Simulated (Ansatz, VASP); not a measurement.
**B in VASP and in Ansatz**

```
B
1.0
     3.24030    0.00000    0.00000
     0.00000    3.24030    0.00000
     0.00000    0.00000    3.93917
B
6
Direct
  0.00000 0.00000 0.25000
  0.00000 0.00000 0.75000
  0.60547 0.25568 0.50000
  0.39453 0.74432 0.50000
  0.74432 0.60547 0.00000
  0.25568 0.39453 0.00000
```

Alike in both runs: functional PBE; k mesh 12 × 12 × 10; occupations gaussian, width 0.1 eV; no spin polarisation.

Ansatz relaxed the structure, and its values are those at the end. VASP's run is a single point on that final structure, the one shown.

|  | VASP | Ansatz |
| --- | --- | --- |
| version | VASP 6.6.1 | Ansatz 0.2.0 |
| potentials or method | VASP PAW PBE potentials, release 64 (B) | scalar-relativistic, plane waves, PAW |
| plane-wave cutoff (eV) | 520 | 420 |
| valence electrons in the cell | 18 | 18 |

```tsv
	VASP	Ansatz	Ansatz less VASP
gap on the k mesh at the Fermi level (eV)	none	none	-
pressure (GPa)	0.0	0.0	+0.06
rms of the force components (eV/Å)	0.006	0.003	-0.0025
```

A gap of «none» marks a metal or a gap that the smearing closes.
